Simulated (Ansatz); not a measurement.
# Cr (Pm-3n) in Ansatz: equation of state

Aim: energy against volume of Cr in PBE, for its equilibrium volume and stiffness.

Everything below comes from runs of Ansatz 0.2.0. Logs are shortened: lines on timing, memory, paths and dates and some standing lists are left out, and cuts for length are marked.

### 1 Starting point

The structure is cubic, space group Pm-3n (No. 223). The conventional cell has a = 4.512 Å, b = 4.512 Å, c = 4.512 Å, α = 90.00°, β = 90.00°, γ = 90.00°. Cr (site symmetry -4m2) is surrounded by 6 Cr at 2.26 to 2.52 Å. Cr (site symmetry m-3) has 12 Cr at 2.52 Å as nearest neighbours.

This isn't the form of Cr at room conditions, which is bcc.

### 2 Single point, PBE, collinear spin, ferromagnetic start, 10.79 Å³/atom (volume scaled by 0.94)

Input file input.yaml:

```yaml
crystal:
  lattice:
    - [4.4200794569, 0.0, 0.0]
    - [0.0, 4.4200794569, 0.0]
    - [0.0, 0.0, 4.4200794569]
  atoms:
    - { symbol: Cr, position: [0.5, 0.25, 0.0], spin: 3.0 }
    - { symbol: Cr, position: [0.5, 0.75, 0.0], spin: 3.0 }
    - { symbol: Cr, position: [0.0, 0.5, 0.75], spin: 3.0 }
    - { symbol: Cr, position: [0.0, 0.5, 0.25], spin: 3.0 }
    - { symbol: Cr, position: [0.75, 0.0, 0.5], spin: 3.0 }
    - { symbol: Cr, position: [0.25, 0.0, 0.5], spin: 3.0 }
    - { symbol: Cr, position: [0.5, 0.5, 0.5], spin: 3.0 }
    - { symbol: Cr, position: [0.0, 0.0, 0.0], spin: 3.0 }
hamiltonian:
  xc: pbe
  pseudopotentials: { kind: paw }
magnetization:
  spin_polarized: true
kpoints:
  mp_grid: { grid: [6, 6, 6] }
scf:
  occupations: { method: fermi_dirac, width: 0.05 }
output:
  forces: true
  stress: true
  eigenvalues: true
```

Potentials or basis: Ansatz PAW.

Launch:

```bash
ansatz run input.yaml --threads 4 --pin off --max-ram 10240MiB --backend cpu --events-out ev --progress --plain --runs-dir out
```

What it wrote:

```text
Warning: RAYON_NUM_THREADS=4 ignored (pool sized by the plan → 4); use --threads N
Engine: ansatz 0.2.0, x86_64-unknown-linux-gnu
Pseudopotentials: kind: paw
Pseudopotential: Cr, paw, valence charge 14, recommended cutoff 420 eV (normal), Cr.paw.azcp
Functional definition: PBE
  parameter kappa = 0.804
  parameter beta = 0.06672455060314922
  exchange = pbe_x(kappa = kappa, mu = beta*pi^2/3)
  correlation = pbe_c(beta = beta)
Crystal: 8 atoms, lattice volume = 86.356 Å³
Basis set: ecut = 420 eV, 1743 PW (Γ), exchange–correlation on 60×60×60 points (8 copies of the dense FFT grid, shifted against one another)
Bands: 82, of which v1, the nominal top of the filled ones, is band 56 counted from 1 (55 counted from 0)
Symmetry: 48 space group operations
Space group: Pm-3n (ITA 223), of the structure as read, at distance tolerance 4.4e-5 Å
Magnetic group: BNS 223.104 (UNI 1606), of the structure as read, at distance tolerance 4.4e-5 Å
k-points: 20 of 216
Non-local potential: Cr, projectors of the file, l = 0: 3, l = 1: 2, l = 2: 3, l = 3: 1
PAW form: soft (Blöchl's): semilocal exchange-correlation on the pseudo side does not see the compensation charge
PAW one-centre angular grid: Cr, 590 points (default); XC on 64 Gauss nodes
Initial density: superposition of atomic densities (chi_scale 0.1, normalization cell)
Starting moments: Σ|m| = 24 μB on 8 of 8 sites
Initial wavefunctions: pseudopotential atomic-orbital guess
Functional: x = pbe(κ = 0.804, μ = 0.2195149727645171), c = pbe(β = 0.06672455060314922)
SCF iter   1: F=—  HF=-27048.409189 eV  |F-HF|=—  |Δ(HF+E_count)|=         —  Δρ=3.51e-1 (↑3.51e-1 ↓1.63e-1)  dr2=3.94e1  dr2_m=4.79e1  M=1.043 μB ∫|m|=1.043 μB  β_m=0.30  ethr=3.10e-3  ⟨swp⟩=4.3  Hψ=9536  notcnv=0
Mixer restart at iter 1: flushing history
preconditioner: auto → Kerker (q_TF=auto, 2.849 Å⁻¹)  [metal: Δε(μ)=0.028 eV  Ē_g=6.920 eV  σ=0.050 eV  W_gap=0.14  n_scr=32 (ndim 8)  ℏωp=27.7 eV  f_vac=0.000  D(μ)=4.52/eV (n_scr^D=32)]
spin=Collinear: Kerker preconditioning applied to the charge; magnetization (m = ρ↑ − ρ↓) channel mixes plain (no charge-response kernel on spin).
SCF iter   2: F=—  HF=-27029.299806 eV  |F-HF|=—  |Δ(HF+E_count)|=    1.91e1  Δρ=2.28e-1 (↑2.28e-1 ↓1.29e-1)  dr2=1.28e1  dr2_m=2.37e1  M=0.905 μB ∫|m|=0.905 μB  β_m=0.58  ethr=3.10e-3  ⟨swp⟩=2.1  Hψ=6353  notcnv=0  defer=400
SCF iter   3: F=—  HF=-27020.692509 eV  |F-HF|=—  |Δ(HF+E_count)|=    8.61e0  Δρ=2.72e-2 (↑2.72e-2 ↓2.50e-2)  dr2=1.42e-1  dr2_m=4.76e-1  M=0.205 μB ∫|m|=0.209 μB  β_m=0.65  ethr=3.10e-3  ⟨swp⟩=2.0  Hψ=6046  notcnv=0  defer=400
SCF iter   4: F=—  HF=-27020.824515 eV  |F-HF|=—  |Δ(HF+E_count)|=   1.32e-1  Δρ=4.70e-3 (↑3.58e-3 ↓4.70e-3)  dr2=2.77e-2  dr2_m=6.63e-4  M=0.017 μB ∫|m|=0.034 μB  β_m=0.83  ethr=1.27e-4  ⟨swp⟩=2.1  Hψ=6009  notcnv=0  defer=393
SCF iter   5: F=—  HF=-27020.843936 eV  |F-HF|=—  |Δ(HF+E_count)|=   1.94e-2  Δρ=1.15e-3 (↑9.25e-4 ↓1.15e-3)  dr2=2.69e-3  dr2_m=7.28e-5  M=-0.002 μB ∫|m|=0.014 μB  β_m=0.80  ethr=2.47e-5  ⟨swp⟩=2.0  Hψ=4848  notcnv=0  defer=393
SCF iter   6: F=—  HF=-27020.844316 eV  |F-HF|=—  |Δ(HF+E_count)|=   3.80e-4  Δρ=5.71e-4 (↑5.71e-4 ↓3.37e-4)  dr2=4.91e-4  dr2_m=1.70e-5  M=0.000 μB ∫|m|=0.009 μB  β_m=0.71  ethr=2.40e-6  ⟨swp⟩=2.0  Hψ=5927  notcnv=0  defer=393
SCF iter   7: F=—  HF=-27020.844288 eV  |F-HF|=—  |Δ(HF+E_count)|=   2.77e-5  Δρ=1.74e-4 (↑1.74e-4 ↓1.19e-4)  dr2=1.86e-5  dr2_m=7.26e-6  M=0.000 μB ∫|m|=0.005 μB  β_m=0.86  ethr=4.39e-7  ⟨swp⟩=2.0  Hψ=4549  notcnv=0  defer=393
SCF iter   8: F=—  HF=-27020.843838 eV  |F-HF|=—  |Δ(HF+E_count)|=   4.51e-4  Δρ=4.73e-5 (↑4.46e-5 ↓4.73e-5)  dr2=6.72e-7  dr2_m=1.49e-6  M=0.000 μB ∫|m|=0.002 μB  β_m=0.93  ethr=1.66e-8  ⟨swp⟩=2.0  Hψ=5113  notcnv=0  defer=393
SCF iter   9: F=—  HF=-27020.843838 eV  |F-HF|=—  |Δ(HF+E_count)|=   2.19e-7  Δρ=2.40e-5 (↑2.40e-5 ↓1.29e-5)  dr2=1.10e-6  dr2_m=4.52e-8  M=-0.000 μB ∫|m|=0.000 μB  β_m=0.96  ethr=6.00e-10  ⟨swp⟩=2.0  Hψ=5352  notcnv=0  defer=393
SCF iter  10: F=—  HF=-27020.843838 eV  |F-HF|=—  |Δ(HF+E_count)|=   1.51e-7  Δρ=1.29e-5 (↑1.29e-5 ↓7.91e-6)  dr2=4.49e-7  dr2_m=5.78e-9  M=-0.000 μB ∫|m|=0.000 μB  β_m=0.97  ethr=6.00e-10  ⟨swp⟩=2.0  Hψ=3811  notcnv=0  defer=393
SCF iter  11: F=—  HF=-27020.843838 eV  |F-HF|=—  |Δ(HF+E_count)|=   5.74e-8  Δρ=4.64e-6 (↑3.62e-6 ↓4.64e-6)  dr2=6.52e-8  dr2_m=2.29e-10  M=-0.000 μB ∫|m|=0.000 μB  β_m=0.99  ethr=4.00e-10  ⟨swp⟩=2.0  Hψ=4270  notcnv=0  defer=393
SCF iter  12: F=—  HF=-27020.843838 eV  |F-HF|=—  |Δ(HF+E_count)|=   1.17e-8  Δρ=2.54e-6 (↑2.04e-6 ↓2.54e-6)  dr2=2.08e-8  dr2_m=5.23e-11  M=0.000 μB ∫|m|=0.000 μB  β_m=0.99  ethr=5.82e-11  ⟨swp⟩=1.4  Hψ=3306  notcnv=0  defer=393
SCF iter  13: F=-27020.843838 eV  HF=-27020.843838 eV  |F-HF|=5.53e-10  |Δ(HF+E_count)|=  5.82e-11  Δρ=4.17e-7 (↑3.15e-7 ↓4.17e-7)  dr2=5.61e-10  dr2_m=2.08e-12  M=-0.000 μB ∫|m|=0.000 μB  ethr=1.85e-11  ⟨swp⟩=7.0  Hψ=10900  notcnv=0
SCF 1 converged in 13 iterations: F = -27020.843838 eV  dr2 = 5.61e-10
WARN: the starting moments were not kept: the SCF closed with an absolute magnetisation of 7.4e-6 μB, where they sum to 24 μB in size (8 sites). That is at most 0.1 of that sum. Measured as dr2_m measures the in/out step, that magnetisation stands 8.3e-12 eV from none, at or under the dr2_threshold of 1.0e-7 eV: it is no larger than a step whose dr2_m would equal this threshold. The system may hold no moment; this SCF shows only that its start led to no more than that. To try another start: raise the starting moments (crystal.atoms[].spin, magnetization.per_species, magnetization.initial_magnetization, or on a non-collinear deck that types none of these the spinor_matrix: blocks that start its atoms; where the total moment is fixed, keep their sum and leave initial_magnetization as it is; typed ones take the place of any that the run laid by itself, positive ones on a crystal's lanthanoids without a Hubbard term where scf.initial_density.shell_occupations: [] is typed) or, if the notice of its spin-set hold's release reads "site moments contracting" or "site moments show no strong build", lengthen the hold (scf.mixing.spin_hold: { on: { confirm: 4 } }; for m-r²SCAN on two components see the key's manual first). Each may lead to a state that holds a moment. A second SCF, from the converged charge density, with the starting moments and any scf.initial_density.shell_occupations laid on it anew, would have followed, and was not run: the deck does not ask for one (magnetization.retry_lost_moments is false, the default). To let it run, set magnetization.retry_lost_moments: true and run the deck again, where that key's refused combinations let it; where memory then withholds it, that run's warning says so.
SCF converged after 13 iterations
Magnetization: -0.0000 μB (56.0000 up, 56.0000 down)
Absolute magnetization: 0.0000 μB (∫|ρ↑−ρ↓|, with the PAW one-centre terms)
Spin contamination: 0.0000 ħ² per cell (⟨S²⟩ above its minimum at these occupations)
Per-site moments (μB) at R_I (Å): [(-5.605891879210717e-7, 0.911641387985625), (-5.605891877553655e-7, 0.911641387985625), (-5.605891878654315e-7, 0.911641387985625), (-5.605891878736048e-7, 0.911641387985625), (-5.605891876739711e-7, 0.911641387985625), (-5.605891876599119e-7, 0.911641387985625), (1.6333514176553415e-6, 1.0192460573190587), (1.6333514176911373e-6, 1.0192460573190587)]
Free energy (F): -27020.843838 eV
Harris-Foulkes:  -27020.843838 eV  (|F-HF|=5.53e-10)
Internal energy: -27020.802649 eV  (E = F + TS)
E sigma→0 (E₀):  -27020.823243 eV
Entropy (-TS):   -0.041189 eV (-5.149 meV/atom)
Fermi energy:    20.884522 eV
--- Per-component energies (eV) ---
  E_band       = -987.396235
  E_kinetic    = 2767.372896
  E_local      = -8994.552455  (includes V_loc(G=0)·N_el)
  E_nonlocal   = 634.886558
  E_hartree    = 3984.425709
  E_xc         = -1128.233094
  E_vxc        = -1440.252791  (∫ρ·V_xc dr)
  E_paw        = -9564.276261  (= ΣΔE_a)
  E_vpaw       = -1923.705248  (= ΣTr[D̂ρ^β])
  E_aug_tail   = 0.003486  (compensation charges beyond the density's cutoff)
  E_ewald      = -14720.429488
  E_smearing   = -0.041189  (= −TS)
  E_closure    = 0.000000  (closes the sum)
  Σ components = -27020.843838   (vs F -27020.843838, Δ=0.00e0)
--- Forces (eV/Å), atoms counted from 1 ---
  atom   1  Cr     0.00000000    -0.00000000     0.00000000
  atom   2  Cr    -0.00000000     0.00000000     0.00000000
  atom   3  Cr     0.00000000    -0.00000000     0.00000000
  atom   4  Cr     0.00000000     0.00000000     0.00000000
  atom   5  Cr    -0.00000000    -0.00000000     0.00000000
  atom   6  Cr    -0.00000000     0.00000000     0.00000000
  atom   7  Cr     0.00000000    -0.00000000    -0.00000000
  atom   8  Cr     0.00000000    -0.00000000     0.00000000
  max |Σ_I F_I| component: 6.48e-17 eV/Å
--- Stress (GPa, compression-positive) ---
       24.403026      -0.000000       0.000000
       -0.000000      24.403026      -0.000000
        0.000000      -0.000000      24.403026
  P = ⅓ Tr σ = 24.4030 GPa (244.030 kbar)
--- Band table (eV; the first three rows and the last of 40) ---
  k-point 0 ↑: bands = ["-50.9427", "-50.7975", "-50.7975", "-50.5486", "-50.5486", "-50.5486", "-50.5112", "-50.4571", "-22.9539", "-22.9539", "-22.8071", "-22.5532", "-22.5532", "-22.5532", "-22.2348", "-22.2348", "-22.2348", "-21.9986", "-21.9986", "-21.9986", "-21.8975", "-21.8975", "-21.8975", "-21.6689", "-21.6689", "-21.6689", "-21.6603", "-21.6603", "-21.6603", "-21.3269", "-21.3269", "-21.3269", "12.9162", "16.5432", "16.5432", "17.3112", "17.3112", "17.3112", "17.3783", "17.9713", "17.9906", "17.9906", "17.9906", "18.4772", "18.4772", "18.4772", "18.7532", "19.1854", "19.1854", "19.4776", "19.4776", "19.4776", "19.6722", "19.6722", "20.4877", "20.4877", "20.4877", "21.7595", "21.7595", "21.7595", "21.8226", "21.8226", "21.8226", "22.0910", "22.0910", "22.5218", "22.5218", "23.1775", "23.1775", "23.1775", "23.5705", "23.5705", "23.5705", "25.2950", "25.2950", "25.2950", "27.2595", "27.2595", "27.7949", "32.2145", "32.2145", "32.2145"]
  k-point 1 ↑: bands = ["-50.9287", "-50.8026", "-50.7850", "-50.5751", "-50.5486", "-50.5486", "-50.5029", "-50.4612", "-22.9613", "-22.9128", "-22.7666", "-22.5454", "-22.5454", "-22.4967", "-22.2661", "-22.2661", "-22.1901", "-21.9919", "-21.9744", "-21.9744", "-21.9178", "-21.9178", "-21.9043", "-21.7182", "-21.6923", "-21.6556", "-21.6556", "-21.6514", "-21.6514", "-21.4343", "-21.3288", "-21.3288", "13.1722", "16.3764", "16.7261", "16.8628", "17.2841", "17.2841", "17.8720", "17.9315", "17.9315", "17.9436", "18.0218", "18.2211", "18.5607", "18.5607", "18.6508", "18.8682", "19.4575", "19.4575", "19.5655", "19.5769", "19.7264", "19.7596", "20.4986", "20.4986", "20.6766", "21.2100", "21.6844", "21.6844", "21.7421", "22.0256", "22.0256", "22.1025", "22.3972", "22.4418", "22.7397", "23.2461", "23.2461", "23.2701", "23.4214", "23.4214", "23.5725", "24.2213", "25.3944", "25.3944", "26.9731", "27.3601", "28.8287", "30.7440", "30.7440", "31.3822"]
  k-point 2 ↑: bands = ["-50.8931", "-50.8199", "-50.7489", "-50.6302", "-50.5486", "-50.5486", "-50.4938", "-50.4718", "-22.9671", "-22.9194", "-22.5304", "-22.5304", "-22.5284", "-22.3430", "-22.3107", "-22.3107", "-22.1010", "-21.9855", "-21.9855", "-21.9734", "-21.9229", "-21.9113", "-21.9113", "-21.8694", "-21.7597", "-21.7106", "-21.6412", "-21.6412", "-21.6262", "-21.6262", "-21.3328", "-21.3328", "13.8956", "15.9826", "16.3879", "16.8104", "17.2583", "17.2583", "17.7240", "17.7392", "17.7392", "18.0158", "18.1123", "18.3646", "18.4474", "18.7458", "18.7458", "19.0236", "19.5764", "19.6960", "19.6960", "19.7932", "19.8630", "20.1678", "20.3096", "20.3096", "20.6439", "21.1023", "21.4116", "21.4116", "21.7004", "22.1826", "22.2265", "22.2408", "22.4113", "22.4113", "22.7384", "23.0499", "23.0499", "23.2102", "23.4168", "23.5642", "23.7275", "23.7275", "25.4803", "25.4803", "26.4362", "26.9571", "29.3352", "29.3352", "30.2244", "30.6698"]
  k-point 19 ↓: bands = ["-50.6900", "-50.6900", "-50.6900", "-50.6900", "-50.6900", "-50.6900", "-50.5119", "-50.5119", "-22.3680", "-22.3680", "-22.3680", "-22.3680", "-22.3680", "-22.3680", "-22.2500", "-22.2500", "-21.9937", "-21.9937", "-21.9937", "-21.9937", "-21.9937", "-21.9937", "-21.9506", "-21.9506", "-21.9506", "-21.9506", "-21.7341", "-21.7341", "-21.7341", "-21.7341", "-21.7341", "-21.7341", "16.7369", "16.7369", "16.7369", "16.7369", "16.7369", "16.7369", "17.3987", "17.3987", "18.2494", "18.2494", "18.2494", "18.2494", "19.0046", "19.0046", "19.0046", "19.0046", "19.0046", "19.0046", "19.8740", "19.8740", "19.8740", "19.8740", "19.8740", "19.8740", "21.6464", "21.6464", "21.6464", "21.6464", "21.6464", "21.6464", "22.8174", "22.8174", "22.8174", "22.8174", "22.8174", "22.8174", "23.1138", "23.1138", "23.1138", "23.1138", "24.1286", "24.1286", "24.1286", "24.1286", "24.1286", "24.1286", "24.1498", "24.1498", "37.4387", "37.4387"]
```

Wall time 3 s (4 threads of AMD EPYC 9R45 (Zen 5), shared host); peak memory 0.66 GiB.

What came out:

```
Free energy            : -27020.8438 eV
Pressure               : 24.4 GPa
Band gap on the k mesh : none (metal or under the smearing width)
Net moment             : 0.00 μB per cell
Absolute moment        : 0.00 μB per cell
```

Caveat: the starting moments collapsed, and a magnetic state may lie lower; the starting moments weren't kept.

### 3 Single point, PBE, collinear spin, ferromagnetic start, 11.02 Å³/atom (volume scaled by 0.96)

input.yaml, as its differences from that of step 2:

```diff
@@ -2,5 +2,5 @@
   lattice:
-    - [4.4200794569, 0.0, 0.0]
-    - [0.0, 4.4200794569, 0.0]
-    - [0.0, 0.0, 4.4200794569]
+    - [4.4512078027, 0.0, 0.0]
+    - [0.0, 4.4512078027, 0.0]
+    - [0.0, 0.0, 4.4512078027]
   atoms:
```

Potentials or basis: Ansatz PAW.

Launch:

```bash
ansatz run input.yaml --threads 4 --pin off --max-ram 10240MiB --backend cpu --events-out ev --progress --plain --runs-dir out
```

Wall time 3.1 s (4 threads of AMD EPYC 9R45 (Zen 5), shared host); peak memory 0.69 GiB.

It converged, with:

```yaml
Free_energy: -27021.0824 eV
Pressure: 17.3 GPa
Band_gap_on_the_k_mesh: none (metal or under the smearing width)
Net_moment: 0.00 μB per cell
Absolute_moment: 0.00 μB per cell
```

Caveat: the starting moments collapsed, and a magnetic state may lie lower; the starting moments weren't kept.

### 4 Single point, PBE, collinear spin, ferromagnetic start, 11.25 Å³/atom (volume scaled by 0.98)

input.yaml, as its differences from that of step 3:

```diff
@@ -2,5 +2,5 @@
   lattice:
-    - [4.4512078027, 0.0, 0.0]
-    - [0.0, 4.4512078027, 0.0]
-    - [0.0, 0.0, 4.4512078027]
+    - [4.4819067576, 0.0, 0.0]
+    - [0.0, 4.4819067576, 0.0]
+    - [0.0, 0.0, 4.4819067576]
   atoms:
```

Launch:

```bash
ansatz run input.yaml --threads 4 --pin off --max-ram 10240MiB --backend cpu --events-out ev --progress --plain --runs-dir out
```

Wall time 3.1 s (4 threads of AMD EPYC 9R45 (Zen 5), shared host); peak memory 0.69 GiB.

It converged, with:

```
Free energy            : -27021.2436 eV
Pressure               : 10.9 GPa
Band gap on the k mesh : none (metal or under the smearing width)
Net moment             : 0.00 μB per cell
Absolute moment        : 0.00 μB per cell
```

Caveat: the starting moments collapsed, and a magnetic state may lie lower; the starting moments weren't kept.

### 5 Single point, PBE, collinear spin, ferromagnetic start, 11.48 Å³/atom

input.yaml, as its differences from that of step 4:

```diff
@@ -2,5 +2,5 @@
   lattice:
-    - [4.4819067576, 0.0, 0.0]
-    - [0.0, 4.4819067576, 0.0]
-    - [0.0, 0.0, 4.4819067576]
+    - [4.51219083, 0.0, 0.0]
+    - [0.0, 4.51219083, 0.0]
+    - [0.0, 0.0, 4.51219083]
   atoms:
```

Launch:

```bash
ansatz run input.yaml --threads 4 --pin off --max-ram 10240MiB --backend cpu --events-out ev --progress --plain --runs-dir out
```

Wall time 3 s (4 threads of AMD EPYC 9R45 (Zen 5), shared host); peak memory 0.71 GiB.

It converged, with:

```
Free energy            : -27021.3353 eV
Pressure               : 5.2 GPa
Band gap on the k mesh : none (metal or under the smearing width)
Net moment             : 0.00 μB per cell
Absolute moment        : 0.00 μB per cell
```

Caveat: the starting moments collapsed, and a magnetic state may lie lower; the starting moments weren't kept.

### 6 Single point, PBE, collinear spin, ferromagnetic start, 11.71 Å³/atom (volume scaled by 1.02)

input.yaml, as its differences from that of step 5:

```diff
@@ -2,5 +2,5 @@
   lattice:
-    - [4.51219083, 0.0, 0.0]
-    - [0.0, 4.51219083, 0.0]
-    - [0.0, 0.0, 4.51219083]
+    - [4.5420737593, 0.0, 0.0]
+    - [0.0, 4.5420737593, 0.0]
+    - [0.0, 0.0, 4.5420737593]
   atoms:
```

Potentials or basis: Ansatz PAW.

Launch:

```bash
ansatz run input.yaml --threads 4 --pin off --max-ram 10240MiB --backend cpu --events-out ev --progress --plain --runs-dir out
```

Run time: 3.1 s. Hardware: 4 threads of AMD EPYC 9R45 (Zen 5), shared host; peak memory 0.71 GiB.

It converged, with:

```
Free energy            : -27021.3639 eV
Pressure               : -0.1 GPa
Band gap on the k mesh : none (metal or under the smearing width)
Net moment             : 0.00 μB per cell
Absolute moment        : 0.00 μB per cell
```

Caveat: the starting moments collapsed, and a magnetic state may lie lower; the starting moments weren't kept.

[end of part 1 of 2]
